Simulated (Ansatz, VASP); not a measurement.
# Ta (Ta strained to the junction's net): VASP beside Ansatz

Aim: how closely do two programs agree when they are given the same cell, functional and k mesh? The structure shown is the end of the Ansatz relaxation below.

Main program and level: Ansatz 0.2.0; plane waves, with VASP 6.6.1 beside it; single point at PBE.

### Step 1. Set-up

The structure is tetragonal, space group I4/mmm (No. 139). The conventional cell has a = 3.194 Å, b = 3.194 Å, c = 3.492 Å, α = 90.00°, β = 90.00°, γ = 90.00°. Nearest to Ta lie 12 Ta at 2.85 to 3.19 Å.

Coordinates:

```cif
data_structure
_symmetry_space_group_name_H-M 'I4/mmm'
_symmetry_Int_Tables_number 139
_cell_length_a 3.1940
_cell_length_b 3.1940
_cell_length_c 3.4920
_cell_angle_alpha 90.000
_cell_angle_beta 90.000
_cell_angle_gamma 90.000
_cell_volume 35.62
loop_
_atom_site_label
_atom_site_type_symbol
_atom_site_symmetry_multiplicity
_atom_site_Wyckoff_symbol
_atom_site_fract_x
_atom_site_fract_y
_atom_site_fract_z
_atom_site_occupancy
Ta1 Ta 2 a 0.00000 0.00000 0.00000 1
```

### Step 2. Ansatz: relaxation, PBE

Ansatz runs on its default PAW (the set named soft_2) files.

This run makes the geometry at which the two programs are then compared.

Input file input.yaml:

```yaml
crystal:
  lattice:
    - [3.194, 0.0, 0.0]
    - [0.0, 3.194, 0.0]
    - [0.0, 0.0, 3.3912]
  atoms:
    - { symbol: Ta, position: [0.0, 0.0, 0.0] }
    - { symbol: Ta, position: [0.5, 0.5, 0.5] }
kpoints:
  mp_grid: { grid: [10, 10, 9] }
scf:
  occupations: { method: fermi_dirac, width: 0.1 }
  max_iter: 150
hamiltonian:
  xc: pbe
relax:
  f_tol: 0.01
  max_steps: 40
  cell: { fix: [a, b, angles] }
```

On the command line:

```sh
ansatz run input.yaml --threads 4 --pin off --max-ram 12288MiB --backend cpu --events-out ev --progress --plain --runs-dir out
```

Numbers of over 12 decimals in the logs are rounded to 6 here.

The program printed:

```text
Engine: ansatz 0.2.0, aarch64-unknown-linux-gnu
Pseudopotentials: kind: paw
Pseudopotential: Ta, paw, valence charge 13, recommended cutoff 420 eV (normal), Ta.paw.azcp
Functional definition: PBE
  parameter kappa = 0.804
  parameter beta = 0.066725
  exchange = pbe_x(kappa = kappa, mu = beta*pi^2/3)
  correlation = pbe_c(beta = beta)
Crystal: 2 atoms, lattice volume = 34.596 Å³
Basis set: ecut = 420 eV, 675 PW (Γ), exchange–correlation on 48×48×48 points (8 copies of the dense FFT grid, shifted against one another)
Bands: 17, of which v1, the nominal top of the filled ones, is band 13 counted from 1 (12 counted from 0)
Symmetry: 32 space group operations
Space group: I4/mmm (ITA 139), of the structure as read, at distance tolerance 3.3e-5 Å
k-points: 105 of 900
Non-local potential: Ta, projectors of the file, l = 0: 3, l = 1: 2, l = 2: 2, l = 3: 1
PAW form: soft (Blöchl's): semilocal exchange-correlation on the pseudo side does not see the compensation charge
PAW one-centre angular grid: Ta, 590 points (default); XC on 64 Gauss nodes
Initial density: superposition of atomic densities (neutral atoms: chi_scale 0, normalization atom), corrected by the library's trained network
Initial wavefunctions: pseudopotential atomic-orbital guess
Functional: x = pbe(κ = 0.804, μ = 0.219515), c = pbe(β = 0.066725)
SCF iter   1: F=—  HF=-19864.436347 eV  |F-HF|=—  |Δ(HF+E_count)|=         —  Δρ=2.32e-3  dr2=5.50e-4  ethr=1.77e-3  ⟨swp⟩=5.1  Hψ=7906  notcnv=0
preconditioner: auto → none  [metal: Δε(μ)=0.009 eV  Ē_g=5.145 eV  σ=0.100 eV  W_gap=0.02  n_scr=6 (ndim 8)  ℏωp=20.0 eV  f_vac=0.000  D(μ)=2.63/eV (n_scr^D=28)  sad-step TF]
SCF iter   2: F=—  HF=-19864.436605 eV  |F-HF|=—  |Δ(HF+E_count)|=   2.58e-4  Δρ=1.26e-3  dr2=2.22e-4  ethr=2.12e-6  ⟨swp⟩=2.5  Hψ=3922  notcnv=0
SCF iter   3: F=—  HF=-19864.436699 eV  |F-HF|=—  |Δ(HF+E_count)|=   9.43e-5  Δρ=3.89e-4  dr2=3.01e-5  ethr=8.52e-7  ⟨swp⟩=2.0  Hψ=3131  notcnv=0
SCF iter   4: F=—  HF=-19864.436692 eV  |F-HF|=—  |Δ(HF+E_count)|=   6.93e-6  Δρ=1.42e-4  dr2=2.82e-6  ethr=1.16e-7  ⟨swp⟩=2.4  Hψ=2974  notcnv=0
iter 5 did not close the SCF: its close was put off for the readings that it lacked (scf_convergence_deferred on its scf_iter line)
SCF iter   5: F=-19864.436691 eV  HF=-19864.436691 eV  |F-HF|=1.36e-8  |Δ(HF+E_count)|=   1.09e-6  Δρ=1.10e-5  dr2=6.58e-9  ethr=1.08e-8  ⟨swp⟩=2.0  Hψ=3132  notcnv=0
SCF iter   6: F=-19864.436691 eV  HF=-19864.436691 eV  |F-HF|=5.09e-11  |Δ(HF+E_count)|=   1.54e-8  Δρ=1.19e-6  dr2=2.03e-10  ethr=2.53e-11  ⟨swp⟩=1.8  Hψ=5648  notcnv=0
SCF 1 converged in 6 iterations: F = -19864.436691 eV  dr2 = 2.03e-10
  greatest PAW one-centre occupation: 1.000 electrons in one spin orbital (limit 2), on the Ta atom at site 1 (counted from 0), in its partial waves of l = 0
relax step   1: F+E_penalty+E_count = -19864.43669112 eV  Δ(F+E_penalty+E_count) = +0.000e0 eV  max|allowed force component| = 1.134e-30 eV/Å  Δτ_max = 0.0000 Å  P = +12.737 GPa  Ω = 34.596 Å³  fix = [a, b, alpha, beta, gamma]  reactions: a +15.046, b +15.046 GPa  (6 SCF iters, dr2 threshold 1.00e-7 eV, accepted)
[...]
relax step   2: F+E_penalty+E_count = -19864.45189102 eV  Δ(F+E_penalty+E_count) = -1.520e-2 eV  max|allowed force component| = 1.972e-31 eV/Å  Δτ_max = 0.0000 Å  P = +2.815 GPa  Ω = 36.282 Å³  energy of the carried Pulay correction = -6.281e-4 eV  fix = [a, b, alpha, beta, gamma]  reactions: a +6.432, b +6.432 GPa  (6 SCF iters, dr2 threshold 2.00e-7 eV, accepted)
[...]
relax step   3: F+E_penalty+E_count = -19864.46131642 eV  Δ(F+E_penalty+E_count) = -9.425e-3 eV  max|allowed force component| = 4.980e-30 eV/Å  Δτ_max = 0.0000 Å  P = +6.035 GPa  Ω = 35.688 Å³  energy of the carried Pulay correction = -4.104e-4 eV  fix = [a, b, alpha, beta, gamma]  reactions: a +9.288, b +9.288 GPa  (6 SCF iters, dr2 threshold 2.00e-7 eV, accepted)
[...]
relax step   4: F+E_penalty+E_count = -19864.46143737 eV  Δ(F+E_penalty+E_count) = -1.210e-4 eV  max|allowed force component| = 1.775e-29 eV/Å  Δτ_max = 0.0000 Å  P = +6.397 GPa  Ω = 35.624 Å³  energy of the carried Pulay correction = -3.869e-4 eV  fix = [a, b, alpha, beta, gamma]  reactions: a +9.605, b +9.605 GPa  (6 SCF iters, dr2 threshold 2.00e-7 eV, accepted)
[...]
relax step   5: F+E_penalty+E_count = -19864.46193080 eV  Δ(F+E_penalty+E_count) = -4.934e-4 eV  max|allowed force component| = 2.071e-29 eV/Å  Δτ_max = 0.0000 Å  P = +6.412 GPa  Ω = 35.624 Å³  fix = [a, b, alpha, beta, gamma]  reactions: a +9.612, b +9.612 GPa  stress off target by 1.32e-2 GPa on what of the cell is left free  SCF on the basis re-selected at this cell (its energy is not comparable with the rows above)  (8 SCF iters)
basis re-selected at this cell: Δ(F+E_penalty+E_count) = -4.934e-4 eV, ΔP = +0.015 GPa vs the last step (what re-selecting the basis moved, of the pressure what is left beyond the Pulay correction that the steps carried, after the strain that the cell walked since its last selection, with what the two solves' SCF thresholds leave and, on support functions, any second-order correction that the steps lacked; it is no m [...]
SCF converged after 8 iterations
Free energy (F): -19864.461931 eV
Harris-Foulkes:  -19864.461931 eV  (|F-HF|=1.82e-11)
Internal energy: -19864.375105 eV  (E = F + TS)
E sigma→0 (E₀):  -19864.418518 eV
Entropy (-TS):   -0.086826 eV (-43.413 meV/atom)
Fermi energy:    18.923196 eV
--- Per-component energies (eV) ---
  E_band       = -200.085764
  E_kinetic    = 733.424532
  E_local      = -1082.649959  (includes V_loc(G=0)·N_el)
  E_nonlocal   = 30.032850
  E_hartree    = 377.083101
  E_xc         = -437.426235
  E_vxc        = -408.770630  (∫ρ·V_xc dr)
  E_paw        = -16793.535839  (= ΣΔE_a)
  E_vpaw       = -226.289041  (= ΣTr[D̂ρ^β])
  E_aug_tail   = 0.000279  (compensation charges beyond the density's cutoff)
  E_ewald      = -2691.303836
  E_smearing   = -0.086826  (= −TS)
  E_closure    = -0.000000  (closes the sum)
  Σ components = -19864.461931   (vs F -19864.461931, Δ=0.00e0)
--- Forces (eV/Å), atoms counted from 1 ---
  atom   1  Ta     0.00000000    -0.00000000    -0.00000000
  atom   2  Ta    -0.00000000    -0.00000000    -0.00000000
  max |Σ_I F_I| component: 5.40e-29 eV/Å
--- Stress (GPa, compression-positive) ---
        9.611673      -0.000000       0.000000
       -0.000000       9.611673       0.000000
        0.000000       0.000000       0.013231
  P = ⅓ Tr σ = 6.4122 GPa (64.122 kbar)
--- Relaxed structure (4 steps of the walk, 4 accepted, 1 SCFs on fresh bases) ---
  F+E_penalty+E_count = -19864.46193080 eV   max|allowed force component| = 2.071e-29 eV/Å   (the final SCF, on the basis selected at the relaxed cell)
  cell:  # Å, volume = 35.6244 Å³
    - [3.194, 0, 0.0]
    - [0, 3.194, 0.0]
    - [0.0, 0.0, 3.492025]
  atoms:
    - { symbol: Ta, position: [0.0, 0.0, 0.0] }
    - { symbol: Ta, position: [0.500000, 0.500000, 0.5] }
```

### Step 3. VASP: single point, PBE

The same cell, functional, mesh and smearing now go to VASP, with its own data sets.

Lines of VASP's logs that name or quote its potential files are left out, and so is its time.

Input file INCAR:

```
SYSTEM = Ta
PREC = Accurate
ENCUT = 500
EDIFF = 1E-06
NELM = 120
ISMEAR = -1
SIGMA = 0.1
LREAL = .FALSE.
ALGO = Normal
GGA = PE
NBANDS = 17
LASPH = .TRUE.
LORBIT = 11
LWAVE = .FALSE.
LCHARG = .FALSE.
ISIF = 2
GGA_COMPAT = .FALSE.
```

Input file POSCAR:

```
Ta
1.0
    3.1940000000      0.0000000000      0.0000000000
    0.0000000000      3.1940000000      0.0000000000
    0.0000000000      0.0000000000      3.4920253032
Ta
2
Direct
    0.0000000000      0.0000000000      0.0000000000
    0.5000000000      0.5000000000      0.5000000000
```

Input file KPOINTS:

```
Automatic mesh
0
Gamma
10 10 9
0 0 0
```

Potentials, in the order of the species: Ta_pv (PBE family, release 64).

On the command line:

```sh
mpirun -np 1 vasp_std
```

The program printed:

```text
[banner, memory and clock lines left out]
running    1 mpi-ranks, on    1 nodes
 distrk:  each k-point on    1 cores,    1 groups
 distr:  one band on    1 cores,    1 groups

 POSCAR found type information on POSCAR Ta
 POSCAR found :  1 types and       2 ions
 LDA part: xc-table for (Slater+PW92), standard interpolation
 POSCAR, INCAR and KPOINTS ok, starting setup
 FFT: planning ... GRIDC
 FFT: planning ... GRID_SOFT
 FFT: planning ... GRID
 WAVECAR not read
 entering main loop
       N       E                     dE             d eps       ncg     rms          rms(c)
DAV:   1     0.161693829038E+03    0.16169E+03   -0.12473E+04  3570   0.130E+03
DAV:   2    -0.209510180769E+02   -0.18264E+03   -0.17999E+03  4505   0.360E+02
DAV:   3    -0.244575443827E+02   -0.35065E+01   -0.34732E+01  4240   0.482E+01
DAV:   4    -0.244852413473E+02   -0.27697E-01   -0.27391E-01  4392   0.437E+00
DAV:   5    -0.244854381584E+02   -0.19681E-03   -0.19675E-03  4232   0.334E-01    0.194E+01
DAV:   6    -0.237984422222E+02    0.68700E+00   -0.74096E-01  3980   0.802E+00    0.961E+00
DAV:   7    -0.235870184662E+02    0.21142E+00   -0.65954E-01  4227   0.717E+00    0.519E-01
DAV:   8    -0.235847438430E+02    0.22746E-02   -0.12362E-02  4020   0.102E+00    0.170E-01
DAV:   9    -0.235846616515E+02    0.82191E-04   -0.39124E-04  4323   0.192E-01    0.425E-02
DAV:  10    -0.235846485058E+02    0.13146E-04   -0.29767E-05  4328   0.557E-02    0.144E-02
DAV:  11    -0.235846479175E+02    0.58824E-06   -0.30521E-06  3587   0.170E-02
   1 F= -.23584648E+02 E0= -.23541212E+02  d E =-.868726E-01
```

Parts of OUTCAR (step 3):

```text
ion  position               nearest neighbor table
   1  0.000  0.000  0.000-   2 2.85   2 2.85   2 2.85   2 2.85   2 2.85   2 2.85   2 2.85   2 2.85

  LATTYP: Found a simple tetragonal cell.
 ALAT       =     3.1940000000
 C/A-ratio  =     1.0933078595

 Subroutine GETGRP returns: Found 16 space group operations
 (whereof 16 operations were pure point group operations)

The static configuration has the point symmetry D_4h.

 Found    105 irreducible k-points:

   k-points           NKPTS =    105   k-points in BZ     NKDIM =    105   number of bands    NBANDS=     17

   dimension x,y,z NGX =    24 NGY =   24 NGZ =   28
   dimension x,y,z NGXF=    48 NGYF=   48 NGZF=   56

   ENCUT  =  500.0 eV  36.75 Ry    6.06 a.u.   5.82  5.82  6.37*2*pi/ulx,y,z

   NELECT =      22.0000    total number of electrons

 k-points in reciprocal lattice and weights: Automatic mesh
   0.00000000  0.00000000  0.00000000       0.001
   0.10000000  0.00000000  0.00000000       0.004
   0.20000000  0.00000000  0.00000000       0.004
   0.30000000  0.00000000  0.00000000       0.004
   0.40000000  0.00000000  0.00000000       0.004
   0.50000000  0.00000000  0.00000000       0.002
   0.10000000  0.10000000  0.00000000       0.004
   0.20000000  0.10000000  0.00000000       0.009
   0.30000000  0.10000000  0.00000000       0.009
[...]
0.50000000  0.40000000  0.44444444       0.009
   0.50000000  0.50000000  0.44444444       0.002

 average (electrostatic) potential at core
       1 -36.3022       2 -36.3022

 E-fermi :   5.6224

 k-point     1 :       0.0000    0.0000    0.0000
  band No.  band energies     occupation
    ...
      5     -27.4425      2.00000
      6     -27.4425      2.00000
      7      -2.3819      2.00000
      8       1.5704      2.00000
      9       1.8599      2.00000
     10       6.0354      0.03165
     11       6.0354      0.03165
     12       7.1121      0.00000
     13       8.8093      0.00000
     14      10.2625      0.00000
    ...

 k-point     2 :       0.1000    0.0000    0.0000
  band No.  band energies     occupation
    ...
      5     -27.4779      2.00000
      6     -27.4594      2.00000
      7      -2.1408      2.00000
      8       1.7245      2.00000
      9       2.0324      2.00000
     10       5.9665      0.06211
     11       6.1497      0.01021
     12       7.0303      0.00000
     13       8.8140      0.00000
     14      10.0483      0.00000
    ...

 k-point     3 :       0.2000    0.0000    0.0000
  band No.  band energies     occupation
    ...
      5     -27.5440      2.00000
      6     -27.5092      2.00000
      7      -1.4508      2.00000
      8       2.1393      2.00000
      9       2.4983      2.00000
     10       5.8221      0.23917
     11       6.4891      0.00034
     12       6.8514      0.00001
     13       8.3213      0.00000
     14       9.2062      0.00000
    ...

  Total        2.1648302      2.1648302      0.0351420      0.0000000      0.0000000      0.0000000
  in kB       97.3614916     97.3614916      1.5804826      0.0000000      0.0000000      0.0000000
  external PRESSURE =      65.4344886 kB  Pullay stress =       0.0000000 kB

  energy-cutoff  :      500.00
  volume of cell :       35.62
      direct lattice vectors                 reciprocal lattice vectors
     3.194000000  0.000000000  0.000000000     0.313087038  0.000000000  0.000000000
     0.000000000  3.194000000  0.000000000     0.000000000  0.313087038  0.000000000
     0.000000000  0.000000000  3.492025303     0.000000000  0.000000000  0.286366768

 POSITION                                       TOTAL-FORCE (eV/Angst)
 -----------------------------------------------------------------------------------
      0.00000      0.00000      0.00000         0.000000     -0.000000      0.000000
      1.59700      1.59700      1.74601        -0.000000      0.000000     -0.000000
 -----------------------------------------------------------------------------------
    total drift:                                0.000000      0.000000     -0.000000

  FREE ENERGIE OF THE ION-ELECTRON SYSTEM (eV)
  ---------------------------------------------------
  free  energy   TOTEN  =       -23.5846479175 eV

  energy  without entropy=      -23.4977752719  energy(sigma->0) =      -23.54121159

 total charge
# of ion       s       p       d       tot
------------------------------------------
    1        0.376   6.175   2.405   8.956
    2        0.376   6.175   2.405   8.956
--------------------------------------------------
tot          0.752  12.350   4.810  17.912

[... 3 further parts left out ...]
```

The run ends at a pressure of 6.54 GPa.

### Step 4. Differences

Known differences besides the potentials themselves: the data sets hold 26 valence electrons in Ansatz (on its default PAW (the set named soft_2) files) and 22 in VASP; the cutoff is 420 eV in Ansatz and 500 eV in VASP; Ansatz's pressure holds a Pulay correction, VASP's none. Total energies have different zeros and are not compared.

Both answers:

| quantity | Ansatz | VASP | difference |
| --- | --- | --- | --- |
| pressure (GPa) | 6.41 | 6.54 | -0.13 |

### Step 5. Outcome

* difference in pressure (single point, PBE): -0.13 GPa

In words: The difference in pressure is -0.13 GPa (single point, PBE), within the 1 GPa picked in this series as the mark of a large difference. The data sets hold unlike numbers of valence electrons (26 in Ansatz and 22 in VASP), so part of the differences comes from the potentials. How closely two codes agree says nothing of how well the functional describes the real material.

[Lines on the potential files, build, host, timing and source positions are cut from VASP's logs without a mark.]

[Logs are printed without paths, hosts, clocks, repeated set-up lines and the standing remarks that a program may print on its own settings, such as how far it seeks lower states.]

[Hosts, paths, dates, database ids (printed as entryN), source tags and the programs' standing remarks are cut or masked in the printed files.]
